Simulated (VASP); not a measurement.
Set up this calculation in VASP 6.6.1, as the native input.

* Task: single point
* Functional: HSE06
* Potentials or basis: VASP PAW PBE potentials, release 64 (B, N)
* Cutoff: 520 eV
* k mesh: 8 × 8 × 8
* Occupations: gaussian, width 0.01 eV
* Spin: no spin polarisation
* Dipole correction: no
* Exchange at q = 0: truncated
* Grid for exact exchange (PRECFOCK): Normal
* Screening parameter: 0.2079 1/A
* Further INCAR settings: ALGO = Normal; EDIFF = 1e-06; NBANDS = 11

BN:

```
B N
1.0
     0.00000    1.64195    1.64195
     1.64195    0.00000    1.64195
     1.64195    1.64195    0.00000
B N
1 1
Direct
  0.00000 0.00000 0.00000
  0.50000 0.50000 0.50000
```

The cell was built by a generator and needn't be a form met in nature.

The cell isn't the ideal one: hydrostatic strain -6.0%.

One way to write it, as run:

POSCAR

```
BN
1.0
    0.0000000000      1.6419492918      1.6419492918
    1.6419492918      0.0000000000      1.6419492918
    1.6419492918      1.6419492918      0.0000000000
B N
1 1
Direct
    0.0000000000      0.0000000000      0.0000000000
    0.5000000000      0.5000000000      0.5000000000
```

INCAR.step1

```
PREC = Accurate
ENCUT = 520
EDIFF = 1E-5
ISMEAR = 0
SIGMA = 0.01
LREAL = F
LASPH = T
NELM = 100
ALGO = Normal
ISIF = 2
LWAVE = T
LCHARG = F
GGA = PE
NBANDS = 11
```

INCAR.step2

```
PREC = Accurate
ENCUT = 520
EDIFF = 1E-6
ISMEAR = 0
SIGMA = 0.01
LREAL = F
LASPH = T
NELM = 100
ALGO = Normal
ISIF = 2
LWAVE = F
LCHARG = F
GGA = PE
LHFCALC = T
HFSCREEN = 0.2079
PRECFOCK = Normal
ISTART = 1
NBANDS = 11
```

KPOINTS

```
regular mesh
0
Gamma
  8 8 8
```

Potentials or basis: VASP PAW PBE potentials, release 64 (B, N).

Launch:

```sh
$ cat potpaw_PBE.64/B/POTCAR potpaw_PBE.64/N/POTCAR > POTCAR
$ cp INCAR.step1 INCAR
$ mpirun -np 1 vasp_std > vasp.out
$ cp INCAR.step2 INCAR
$ mpirun -np 1 vasp_std > vasp.out
```

Results of the run:

The pressure is 95.5 GPa and the band gap on the k mesh is 4.05 eV, indirect (least direct gap 8.00 eV).

Caveat: the cell as given lies far from equilibrium; so large a pressure means that the cell lies far from this level's equilibrium, or that cutoff or potentials fall short; the potentials were made for another functional, which shifts forces and pressure.

Run time: 4.9 min on 1 thread of Intel(R) Xeon(R) Platinum 8488C (Sapphire Rapids), on a shared host, peak memory 0.22 GiB.
